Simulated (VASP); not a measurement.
# MgSe (Fm-3m) in VASP: a series of runs, part 2 of 2

VASP 6.6.1. The steps go on from the part before.

## (4) Band structure, PBE0

POSCAR reads:

```
MgSe                                    
1.0
    0.0000000000      2.7521758938      2.7521758938
    2.7521758938      0.0000000000      2.7521758938
    2.7521758938      2.7521758938      0.0000000000
  Mg              Se            
     1     1
Direct
     0.0000000000000000    0.0000000000000000    0.0000000000000000
     0.5000000000000000    0.5000000000000000    0.5000000000000000
```

INCAR.step1 reads:

```
  ALGO = Normal
  EDIFF = 1E-5
  ENCUT = 520
  GGA = PE
  ISIF = 2
  ISMEAR = 0
  KPAR = 4
  LASPH = True
  LCHARG = False
  LREAL = False
  LWAVE = True
  NBANDS = 11
  NELM = 100
  PREC = Accurate
  SIGMA = 0.02
```

INCAR.step2 reads:

```
  AEXX = 0.25
  ALGO = Normal
  EDIFF = 1E-7
  ENCUT = 520
  GGA = PE
  HFRCUT = -1
  ISIF = 2
  ISMEAR = 0
  ISTART = 1
  KPAR = 4
  LASPH = True
  LCHARG = False
  LHFCALC = True
  LREAL = False
  LWAVE = False
  NBANDS = 11
  NELM = 100
  PREC = Accurate
  PRECFOCK = Fast
  SIGMA = 0.02
```

KPOINTS reads:

```
k-points
0
Gamma
  6 6 6
```

KPOINTS_OPT reads:

```
path GXWKGLUWLK,UX
8
line-mode
reciprocal
 0.0000000000  0.0000000000  0.0000000000  G
 0.5000000000  0.0000000000  0.5000000000  X

 0.5000000000  0.0000000000  0.5000000000  X
 0.5000000000  0.2500000000  0.7500000000  W

 0.5000000000  0.2500000000  0.7500000000  W
 0.3750000000  0.3750000000  0.7500000000  K

 0.3750000000  0.3750000000  0.7500000000  K
 0.0000000000  0.0000000000  0.0000000000  G

 0.0000000000  0.0000000000  0.0000000000  G
 0.5000000000  0.5000000000  0.5000000000  L

 0.5000000000  0.5000000000  0.5000000000  L
 0.6250000000  0.2500000000  0.6250000000  U

 0.6250000000  0.2500000000  0.6250000000  U
 0.5000000000  0.2500000000  0.7500000000  W

 0.5000000000  0.2500000000  0.7500000000  W
 0.5000000000  0.5000000000  0.5000000000  L

 0.5000000000  0.5000000000  0.5000000000  L
 0.3750000000  0.3750000000  0.7500000000  K

 0.6250000000  0.2500000000  0.6250000000  U
 0.5000000000  0.0000000000  0.5000000000  X
```

Potentials or basis: VASP PAW PBE potentials, release 64 (Mg, Se).

The run is started by

```
cat potpaw_PBE.64/Mg/POTCAR potpaw_PBE.64/Se/POTCAR > POTCAR
cp INCAR.step1 INCAR
mpirun -np 4 vasp_std > vasp.out
cp INCAR.step2 INCAR
mpirun -np 4 vasp_std > vasp.out
```

OUTCAR:

```text
AEXX = 0.25
   EDIFF = 1E-7
   ENCUT = 520
   GGA = PE
   ISIF = 2
   ISMEAR = 0
   ISTART = 1
   LASPH = True
   LHFCALC = True
   LREAL = False
   NELM = 100
   PREC = Accurate
   PRECFOCK = Fast

 ion  position               nearest neighbor table
   1  0.000  0.000  0.000-   2 2.75   2 2.75   2 2.75   2 2.75   2 2.75   2 2.75
   2  0.500  0.500  0.500-   1 2.75   1 2.75   1 2.75   1 2.75   1 2.75   1 2.75

  LATTYP: Found a face centered cubic cell.
 ALAT       =     5.5043517876

  Lattice vectors:

 A1 = (   0.0000000000,   2.7521758938,   2.7521758938)
 A2 = (   2.7521758938,   0.0000000000,   2.7521758938)
 A3 = (   2.7521758938,   2.7521758938,   0.0000000000)

Analysis of symmetry for initial positions (statically):
=====================================================================
 Subroutine PRICEL returns:
 Original cell was already a primitive cell.

 Routine SETGRP: Setting up the symmetry group for a
 face centered cubic supercell.

 Subroutine GETGRP returns: Found 48 space group operations
 (whereof 48 operations were pure point group operations)
[... 174 lines left out ...]
      1     -12.0321      2.00000
      2       2.0394      2.00000
      3       2.0394      2.00000
      4       2.0394      2.00000
      5       6.0739      0.00000
      6      11.2017      0.00000
      7      11.2017      0.00000
      8      11.2017      0.00000
      9      13.8787      0.00000
     10      13.8787      0.00000
     11      14.7863      0.00000
[... 197 lines left out ...]
 k-point    16 :      -0.3333    0.5000    0.1667
  band No.  band energies     occupation
      1     -10.4738      2.00000
      2      -2.0471      2.00000
      3      -0.7943      2.00000
      4      -0.4545      2.00000
      5       7.1565      0.00000
      6       9.5063      0.00000
      7      12.0187      0.00000
      8      13.3134      0.00000
      9      16.5241      0.00000
     10      17.8290      0.00000
     11      18.6089      0.00000

------------------------ aborting loop because EDIFF is reached ----------------------------------------

  FORCE on cell =-STRESS in cart. coord.  units (eV):
  Direction    XX          YY          ZZ          XY          YZ          ZX
  --------------------------------------------------------------------------------------
  -------------------------------------------------------------------------------------
  Total       -0.4240701     -0.4240701     -0.4240701      0.0000000      0.0000000     -0.0000000
  in kB      -16.2963264    -16.2963264    -16.2963264      0.0000000      0.0000000     -0.0000000
  external PRESSURE =     -16.2963264 kB  Pullay stress =       0.0000000 kB

 VOLUME and BASIS-vectors are now :
 -----------------------------------------------------------------------------
  energy-cutoff  :      520.00
  volume of cell :       41.69
      direct lattice vectors                 reciprocal lattice vectors
     0.000000000  2.752175894  2.752175894    -0.181674435  0.181674435  0.181674435
     2.752175894  0.000000000  2.752175894     0.181674435 -0.181674435  0.181674435
     2.752175894  2.752175894  0.000000000     0.181674435  0.181674435 -0.181674435

 POSITION                                       TOTAL-FORCE (eV/Angst)
 -----------------------------------------------------------------------------------
      0.00000      0.00000      0.00000         0.000000      0.000000      0.000000
      2.75218      2.75218      2.75218        -0.000000     -0.000000     -0.000000
 -----------------------------------------------------------------------------------
    total drift:                               -0.000000     -0.000000     -0.000000

  FREE ENERGIE OF THE ION-ELECTRON SYSTEM (eV)
  ---------------------------------------------------
  free  energy   TOTEN  =        -9.2966804327 eV

  energy  without entropy=       -9.2966804327  energy(sigma->0) =       -9.29668043
```

It took 5.7 min on 4 MPI ranks of AMD EPYC 9R45 (Zen 5), shared host; peak memory 0.21 GiB.

What came out:

- Free energy: -9.2967 eV
- Pressure: -1.6 GPa
- Band gap on the k mesh: 3.28 eV, indirect (least direct gap 4.03 eV)
- Band gap along the path: 3.28 eV, indirect (least direct gap 4.03 eV)

Levels at the corners of the path, in eV from the valence-band top:
```csv
point,band 1,band 2,band 3,band 4,band 5,band 6,band 7,band 8
Γ,-14.07,0.00,0.00,0.00,4.03,9.16,9.16,9.16
X,-12.54,-4.56,-1.90,-1.90,3.28,5.57,13.58,14.06
X,-12.54,-4.56,-1.90,-1.90,3.28,5.57,13.58,14.06
W,-12.50,-3.53,-3.53,-2.66,6.12,8.72,9.30,9.30
W,-12.50,-3.53,-3.53,-2.66,6.12,8.72,9.30,9.30
K,-12.55,-4.03,-3.53,-1.51,4.59,7.96,10.75,11.64
K,-12.55,-4.03,-3.53,-1.51,4.59,7.96,10.75,11.64
Γ,-14.07,0.00,0.00,0.00,4.03,9.16,9.16,9.16
Γ,-14.07,0.00,0.00,0.00,4.03,9.16,9.16,9.16
L,-12.88,-5.29,-0.61,-0.61,5.38,7.79,7.79,10.43
L,-12.88,-5.29,-0.61,-0.61,5.38,7.79,7.79,10.43
U,-12.55,-4.03,-3.53,-1.51,4.59,7.96,10.75,11.64
U,-12.55,-4.03,-3.53,-1.51,4.59,7.96,10.75,11.64
W,-12.50,-3.53,-3.53,-2.66,6.12,8.72,9.30,9.30
W,-12.50,-3.53,-3.53,-2.66,6.12,8.72,9.30,9.30
L,-12.88,-5.29,-0.61,-0.61,5.38,7.79,7.79,10.43
L,-12.88,-5.29,-0.61,-0.61,5.38,7.79,7.79,10.43
K,-12.55,-4.03,-3.53,-1.51,4.59,7.96,10.75,11.64
U,-12.55,-4.03,-3.53,-1.51,4.59,7.96,10.75,11.64
X,-12.54,-4.56,-1.90,-1.90,3.28,5.57,13.58,14.06
```

Caveat: the PAW data sets were made with another functional, which shifts forces and pressure a little.

## (5) G0W0 quasiparticle levels, PBE

POSCAR is that of step 4.

INCAR.step1 reads:

```
SYSTEM = MgSe
PREC = Accurate
ENCUT = 400
EDIFF = 1E-8
ISMEAR = 0
SIGMA = 0.01
LREAL = .False.
LASPH = .True.
NELM = 100
ALGO = Normal
LWAVE = .True.
LCHARG = .False.
GGA = PE
KPAR = 4
```

INCAR.step2 reads:

```
SYSTEM = MgSe
PREC = Accurate
ENCUT = 400
EDIFF = 1E-8
ISMEAR = 0
SIGMA = 0.01
LREAL = .False.
LASPH = .True.
NELM = 1
ALGO = Exact
LWAVE = .True.
LCHARG = .False.
GGA = PE
NBANDS = 172
LOPTICS = .True.
ISTART = 1
KPAR = 4
```

INCAR.step3 reads:

```
SYSTEM = MgSe
PREC = Accurate
ENCUT = 400
EDIFF = 1E-8
ISMEAR = 0
SIGMA = 0.01
LREAL = .False.
LASPH = .True.
ALGO = EVGW0
LWAVE = .False.
LCHARG = .False.
GGA = PE
NELMGW = 1
NBANDS = 172
ENCUTGW = 150
NOMEGA = 60
PRECFOCK = Fast
ISTART = 1
NBANDSGW = 12
KPAR = 4
```

KPOINTS reads:

```
regular mesh
0
Gamma
  4 4 4
  0 0 0
```

Potentials or basis: VASP PAW PBE potentials, release 64 (Mg_GW, Se_GW).

The run is started by

```
cat potpaw_PBE.64/Mg_GW/POTCAR potpaw_PBE.64/Se_GW/POTCAR > POTCAR
cp INCAR.step1 INCAR
mpirun -np 4 vasp_std > vasp.out
cp INCAR.step2 INCAR
mpirun -np 4 vasp_std > vasp.out
cp INCAR.step3 INCAR
mpirun -np 4 vasp_std > vasp.out
```

OUTCAR:

```text
SYSTEM = MgSe
   PREC = Accurate
   ENCUT = 400
   EDIFF = 1E-8
   ISMEAR = 0
   LREAL = .False.
   LASPH = .True.
   GGA = PE
   NELMGW = 1
   ENCUTGW = 150
   PRECFOCK = Fast
   ISTART = 1

 ion  position               nearest neighbor table
   1  0.000  0.000  0.000-
[... 182 lines left out ...]

      1      -9.7657     -10.5817     -13.2238     -12.0307     -19.6608       0.6839       2.0000       1.2951
      2       3.0187       2.1325     -13.2506     -12.0979     -14.7492       0.7688       2.0000       0.0641
      3       3.0187       2.1325     -13.2506     -12.0979     -14.7492       0.7688       2.0000       0.0641
      4       3.0187       2.1325     -13.2506     -12.0979     -14.7492       0.7688       2.0000       0.0641
      5       5.3936       5.8712      -8.7814      -9.3877      -5.0275       0.7877       0.0000      -0.0555
      6      10.4170      10.6489      -8.1719      -8.4711      -3.7348       0.7751       0.0000      -0.1000
      7      10.4170      10.6489      -8.1719      -8.4711      -3.7348       0.7751       0.0000      -0.1000
      8      10.4170      10.6489      -8.1719      -8.4711      -3.7348       0.7751       0.0000      -0.1000
      9      12.9122      13.2435      -8.8866      -9.3260      -3.9867       0.7542       0.0000      -0.1791
     10      12.9122      13.2435      -8.8866      -9.3260      -3.9867       0.7542       0.0000      -0.1791
     11      13.9429      13.8649      -7.1508      -7.0466      -1.7888       0.7487       0.0000      -0.2639
     12      14.0034      14.3278      -7.7967      -8.2407      -2.1337       0.7306       0.0000      -0.3405
[... 100 lines left out ...]
      1      -8.3706      -9.0090     -13.9064     -12.9912     -19.9861       0.6975       2.0000       1.0502
      2      -0.1834      -1.1940     -11.7147     -10.3407     -14.0661       0.7355       2.0000       0.1011
      3      -0.1834      -1.1940     -11.7147     -10.3407     -14.0661       0.7355       2.0000       0.1011
      4       0.5358      -0.3545     -11.5823     -10.3910     -13.5322       0.7473       2.0000       0.0800
      5       7.4202       7.7923      -9.2789      -9.7610      -5.4021       0.7717       0.0000      -0.0708
      6       9.8551      10.2191      -8.1551      -8.6337      -3.4999       0.7605       0.0000      -0.1197
      7      10.5306      10.7466      -8.8109      -9.0940      -4.2526       0.7631       0.0000      -0.1112
      8      10.5306      10.7466      -8.8109      -9.0940      -4.2526       0.7631       0.0000      -0.1112
      9      15.8300      16.1351      -8.8318      -9.2431      -2.8458       0.7418       0.0000      -0.5269
     10      15.8300      16.1351      -8.8318      -9.2431      -2.8458       0.7418       0.0000      -0.5269
     11      17.5229      17.9238      -9.1206      -9.6466      -3.2643       0.7622       0.0000      -0.5717
     12      19.1720      19.3938      -9.9744     -10.2724      -3.9496       0.7445       0.0000      -0.6118
```

It took 22 s on 4 MPI ranks of AMD EPYC 9R45 (Zen 5), shared host; peak memory 0.31 GiB.

Results:

```
Band gap on the k mesh, mean-field level : 1.72 eV, indirect (least direct gap 2.37 eV)
Quasiparticle gap                        : 2.96 eV
Least direct quasiparticle gap           : 3.74 eV
```

Caveat: the k mesh is coarse (spacing up to 0.49 Å⁻¹), so the values aren't converged; bands, screening cutoff and mesh are small and nothing is extrapolated, so the quasiparticle values aren't converged.

## (6) The runs side by side

| task | level | potentials or basis | k mesh | cutoff (eV) | smearing | grid for exact exchange (PRECFOCK) | screening parameter | exchange at q = 0 | GW scheme | cutoff of the response function | mesh quality | gap on the mesh (eV) | pressure (GPa) |
| --- | --- | --- | --- | --- | --- | --- | --- | --- | --- | --- | --- | --- | --- |
| band structure | HSE06 | VASP PAW PBE potentials, release 64 (Mg, Se) | 6 × 6 × 6 | 520 | gaussian 0.02 eV | Fast | 0.2 1/A | - | - | - | not flagged | 2.61 | -1.7 |
| band structure | r2SCAN | VASP PAW PBE potentials, release 64 (Mg, Se) | 8 × 8 × 8 | 520 | gaussian 0.02 eV | - | - | - | - | - | not flagged | 2.41 | -1.4 |
| band structure | PBE0 | VASP PAW PBE potentials, release 64 (Mg, Se) | 6 × 6 × 6 | 520 | gaussian 0.02 eV | Fast | - | truncated | - | - | not flagged | 3.28 | -1.6 |
| G0W0 quasiparticle levels | PBE | VASP PAW PBE potentials, release 64 (Mg_GW, Se_GW) | 4 × 4 × 4 | 400 | gaussian 0.01 eV | - | - | - | G0W0 | 150 | coarse | - | - |

Alike in all rows: no spin polarisation; cell as given.

Caveats: some runs use coarse meshes; the PAW data sets were made with another functional, which shifts forces and pressure a little (some runs); bands, screening cutoff and mesh are small and nothing is extrapolated, so the quasiparticle values aren't converged (some runs).

Total energies depend on the potentials used, so only differences within one code and one set of settings carry meaning.
